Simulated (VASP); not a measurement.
# WS2 (Tungstenite) (P6_3/mmc) in VASP: further runs, part 2 of 2

VASP 6.6.1. Earlier steps stand in the parts before.

## 3. Single point, PBE+D3(BJ)

This run uses another cell than the first one: it holds 6 atoms, not 9.

INCAR

```
SYSTEM = WS2
ALGO     = Fast           ! electronic algorithm
EDIFF    = 1E-6           ! SCF threshold, eV
ENCUT    = 520            ! plane-wave cutoff, eV
GGA      = PE             ! functional
ISIF     = 2              ! what is computed and relaxed
ISMEAR   = 0              ! smearing method
IVDW     = 12             ! dispersion correction
LASPH    = .TRUE.         ! aspherical terms in the spheres
LCHARG   = .FALSE.        ! write CHGCAR
LREAL    = .FALSE.        ! projectors in reciprocal space
LWAVE    = .FALSE.        ! write WAVECAR
NBANDS   = 35             ! bands
NELM     = 100            ! most SCF steps
PREC     = Accurate       ! precision mode
SIGMA    = 0.02           ! smearing width, eV
```

KPOINTS

```
k-points
0
G
  12 12 4
  0 0 0
```

POSCAR

```
WS2
1.0
    3.1537892996      0.0000000000      0.0000000000
   -1.5768946498      2.7312616516      0.0000000000
    0.0000000000      0.0000000000     12.1432925360
W S
2 4
Direct
    0.3333333333      0.6666666667      0.2500000000
    0.6666666667      0.3333333333      0.7500000000
    0.3333333333      0.6666666667      0.6203061953
    0.6666666667      0.3333333333      0.1203061953
    0.3333333333      0.6666666667      0.8796938047
    0.6666666667      0.3333333333      0.3796938047
```

Potentials or basis: VASP PAW PBE potentials, release 64 (W_sv, S).

The run is started by

```console
cat potpaw_PBE.64/W_sv/POTCAR potpaw_PBE.64/S/POTCAR > POTCAR
mpirun -np 1 vasp_std > vasp.out
```

OUTCAR:

```text
SYSTEM = WS2
   EDIFF = 1E-6
   ENCUT = 520
   GGA = PE
   ISIF = 2
   ISMEAR = 0
   IVDW = 12
   LASPH = .TRUE.
   LREAL = .FALSE.
   NELM = 100
   PREC = Accurate
 IVDW          = 12

 ion  position               nearest neighbor table
   1  0.333  0.667  0.250-   4 2.41   6 2.41   4 2.41   6 2.41   4 2.41   6 2.41
   2  0.667  0.333  0.750-   3 2.41   5 2.41   3 2.41   5 2.41   3 2.41   5 2.41
   3  0.333  0.667  0.620-   2 2.41   2 2.41   2 2.41
[... 1130 lines left out ...]
  --------------------------------------------------------------------------------------
  -------------------------------------------------------------------------------------
  Total      -0.00692    -0.00692    -0.03694     0.00000    -0.00000     0.00000
  in kB      -0.10600    -0.10600    -0.56582     0.00000    -0.00000     0.00000
  external pressure =       -0.26 kB  Pullay stress =        0.00 kB

 VOLUME and BASIS-vectors are now :
 -----------------------------------------------------------------------------
  energy-cutoff  :      520.00
  volume of cell :      104.60
      direct lattice vectors                 reciprocal lattice vectors
     3.153789300  0.000000000  0.000000000     0.317078887  0.183065581  0.000000000
    -1.576894650  2.731261652  0.000000000     0.000000000  0.366131161  0.000000000
     0.000000000  0.000000000 12.143292536     0.000000000  0.000000000  0.082349988

 POSITION                                       TOTAL-FORCE (eV/Angst)
 -----------------------------------------------------------------------------------
     -0.00000      1.82084      3.03582         0.000000      0.000000      0.000000
      1.57689      0.91042      9.10747        -0.000000      0.000000      0.000000
     -0.00000      1.82084      7.53256         0.000000      0.000000     -0.002869
      1.57689      0.91042      1.46091        -0.000000      0.000000     -0.002869
     -0.00000      1.82084     10.68238         0.000000     -0.000000      0.002869
      1.57689      0.91042      4.61073        -0.000000      0.000000      0.002869
 -----------------------------------------------------------------------------------
    total drift:                               -0.000000      0.000000     -0.000000

  FREE ENERGIE OF THE ION-ELECTRON SYSTEM (eV)
  ---------------------------------------------------
  free  energy   TOTEN  =       -49.7999591396 eV

  energy  without entropy=      -49.7999591396  energy(sigma->0) =      -49.79995914
```

OSZICAR:

```text
N       E                     dE             d eps       ncg     rms          rms(c)
DAV:   1     0.510541464888E+03    0.51054E+03   -0.28413E+04  4358   0.149E+03
DAV:   2    -0.166330773659E+02   -0.52717E+03   -0.50926E+03  4590   0.411E+02
DAV:   3    -0.490493401643E+02   -0.32416E+02   -0.31846E+02  4940   0.969E+01
DAV:   4    -0.498532741591E+02   -0.80393E+00   -0.79977E+00  4864   0.157E+01
DAV:   5    -0.498690562971E+02   -0.15782E-01   -0.15771E-01  4820   0.235E+00    0.383E+01
RMM:   6    -0.474610894233E+02    0.24080E+01   -0.73154E+00  4803   0.129E+01    0.161E+01
RMM:   7    -0.471766073846E+02    0.28448E+00   -0.15263E+00  5122   0.503E+00    0.660E+00
RMM:   8    -0.472044394107E+02   -0.27832E-01   -0.77288E-01  5236   0.374E+00    0.172E+00
RMM:   9    -0.471873596978E+02    0.17080E-01   -0.12127E-01  4645   0.191E+00    0.674E-01
RMM:  10    -0.471890398356E+02   -0.16801E-02   -0.22059E-02  5357   0.698E-01    0.131E-01
RMM:  11    -0.471892594608E+02   -0.21963E-03   -0.37506E-03  5377   0.317E-01    0.105E-01
RMM:  12    -0.471892509628E+02    0.84981E-05   -0.53577E-04  5221   0.145E-01    0.344E-02
RMM:  13    -0.471892518275E+02   -0.86470E-06   -0.14659E-04  5640   0.730E-02    0.286E-02
RMM:  14    -0.471892531422E+02   -0.13148E-05   -0.21418E-05  5530   0.269E-02    0.138E-02
RMM:  15    -0.471892525688E+02    0.57343E-06   -0.13025E-05  4709   0.178E-02    0.674E-03
RMM:  16    -0.471892527009E+02   -0.13216E-06   -0.21017E-06  3384   0.841E-03
   1 F= -.49799959E+02 E0= -.49799959E+02  d E =-.171769E-72
```

Run time: 5.3 min. Hardware: 1 thread of Intel Xeon Platinum 8375C at 2.90GHz (Ice Lake), shared host; peak memory 0.33 GiB.

Results:

| Item | Value |
| --- | --- |
| Free energy | -49.8000 eV |
| Pressure | 0.0 GPa |
| Band gap on the k mesh | 0.91 eV, indirect (least direct gap 1.84 eV) |
| Dispersion energy per atom | -0.435 eV |

Forces in eV/Å, atoms in the order of the input:
```
W    0.000  0.000  0.000
W    0.000  0.000  0.000
S    0.000  0.000 -0.003
S    0.000  0.000 -0.003
S    0.000  0.000  0.003
S    0.000  0.000  0.003
```

Caveat: spin-orbit coupling is left out, which moves the levels of the heavy elements.

## 4. Single point, PBE+D3(BJ) (equal strain along x and y +0.008, atoms relaxed)

INCAR

```
SYSTEM = WS2
PREC = Accurate
ENCUT = 520
EDIFF = 1E-6
ISMEAR = 0
SIGMA = 0.02
LREAL = .False.
LASPH = .True.
NELM = 100
ALGO = Normal
ISIF = 2
LWAVE = .False.
LCHARG = .False.
LDIPOL = .True.
IDIPOL = 3
DIPOL = 0.5 0.5 0.500
GGA = PE
IVDW = 12
NBANDS = 20
```

KPOINTS

```
regular mesh
0
Gamma
  12 12 1
  0 0 0
```

POSCAR

```
WS2
1.0
    3.1846574186      0.0000000000      0.0000000000
   -1.5923287093      2.7579942268      0.0000000000
    0.0000000000      0.0000000000     32.2996392941
S W
2 1
Direct
    0.3333333333      0.6666666667      0.4514826712
    0.3333333333      0.6666666667      0.5485173288
    0.6666666667      0.3333333333      0.5000000000
```

Potentials or basis: VASP PAW PBE potentials, release 64 (S, W_sv).

The run is started by

```console
cat potpaw_PBE.64/S/POTCAR potpaw_PBE.64/W_sv/POTCAR > POTCAR
mpirun -np 1 vasp_std > vasp.out
```

Wall time 1.8 min (1 thread of Intel Xeon Platinum 8559C (Emerald Rapids), shared host); peak memory 0.41 GiB.

It converged, with:

```
Free energy                : -24.5891 eV
Largest force              : 0.004 eV/Å
Band gap on the k mesh     : 1.81 eV, direct
Dispersion energy per atom : -0.305 eV
```

Forces on the atoms (eV/Å):
```
S    0.000  0.000 -0.004
S    0.000  0.000  0.004
W    0.000  0.000  0.000
```

Levels at points of the mesh, in eV from the valence-band top:
| k point | band 9 | band 10 | band 11 | band 12 | band 13 | band 14 | band 15 | band 16 | band 17 | band 18 |
| --- | --- | --- | --- | --- | --- | --- | --- | --- | --- | --- |
| (0.00, 0.00, 0.00) | -2.86 | -2.10 | -1.63 | -1.63 | -0.03 | 2.88 | 2.88 | 3.04 | 3.04 | 4.97 |
| (0.50, 0.00, 0.00) | -4.42 | -3.41 | -2.13 | -1.28 | -0.92 | 2.85 | 3.30 | 4.06 | 4.73 | 5.11 |

Caveat: spin-orbit coupling is left out, which moves the levels of the heavy elements.

## 5. Single point, PBE+D3(BJ) (equal strain along x and y -0.008, atoms relaxed)

INCAR

```
ALGO = Normal ; DIPOL = 0.5 0.5 0.500
EDIFF = 1E-6 ; ENCUT = 520
GGA = PE ; IDIPOL = 3
ISIF = 2 ; ISMEAR = 0
IVDW = 12 ; LASPH = T
LCHARG = F ; LDIPOL = T
LREAL = F ; LWAVE = F
NBANDS = 20 ; NELM = 100
PREC = Accurate ; SIGMA = 0.02
```

KPOINTS

```
k-points
0
Gamma
  12 12 1
```

POSCAR

```
WS2
1.0
    3.1341073008      0.0000000000      0.0000000000
   -1.5670536504      2.7142165407      0.0000000000
    0.0000000000      0.0000000000     32.2996392941
S W
2 1
Direct
    0.3333333333      0.6666666667      0.4509222373
    0.3333333333      0.6666666667      0.5490777627
    0.6666666667      0.3333333333      0.5000000000
```

The run is started by

```console
cat potpaw_PBE.64/S/POTCAR potpaw_PBE.64/W_sv/POTCAR > POTCAR
mpirun -np 1 vasp_std > vasp.out
```

It took 2.1 min on 1 thread of Intel Xeon Platinum 8559C (Emerald Rapids), shared host; peak memory 0.4 GiB.

Results (log left out):

```yaml
Free_energy: -24.5885 eV
Largest_force: 0.004 eV/Å
Band_gap_on_the_k_mesh: 1.95 eV, indirect (least direct gap 2.04 eV)
Dispersion_energy_per_atom: -0.315 eV
```

Forces on the atoms (eV/Å):
```
S    0.000  0.000 -0.004
S    0.000  0.000  0.004
W    0.000  0.000  0.000
```

Levels at points of the mesh, in eV from the valence-band top:
| k point | band 11 | band 12 | band 13 | band 14 | band 15 | band 16 |
| --- | --- | --- | --- | --- | --- | --- |
| (0.00, 0.00, 0.00) | -1.50 | -1.50 | -0.25 | 3.00 | 3.00 | 3.10 |
| (0.50, 0.00, 0.00) | -2.30 | -1.16 | -0.99 | 3.07 | 3.43 | 4.07 |

Caveat: spin-orbit coupling is left out, which moves the levels of the heavy elements.

## 6. Overview

| potentials or basis | cell | k mesh | smearing | dipole correction | gap on the mesh (eV) |
| --- | --- | --- | --- | --- | --- |
| VASP PAW PBE potentials, release 64 (S, W_sv) | cell and atoms relaxed tightly for the modes | 12 × 12 × 1 | gaussian 0.01 eV | yes | 1.15 |
| VASP PAW PBE potentials, release 64 (W_sv, S) | as given | 12 × 12 × 4 | gaussian 0.02 eV | no | 0.91 |
| VASP PAW PBE potentials, release 64 (S, W_sv) | equal strain along x and y +0.008, atoms relaxed | 12 × 12 × 1 | gaussian 0.02 eV | yes | 1.81 |
| VASP PAW PBE potentials, release 64 (S, W_sv) | equal strain along x and y -0.008, atoms relaxed | 12 × 12 × 1 | gaussian 0.02 eV | yes | 1.95 |

Alike in all rows: task single point; level PBE+D3(BJ); no spin polarisation; cutoff (eV) 520.

Caveats: spin-orbit coupling is left out, which moves the levels of the heavy elements.

Absolute energies hang on the potentials; compare differences alone.
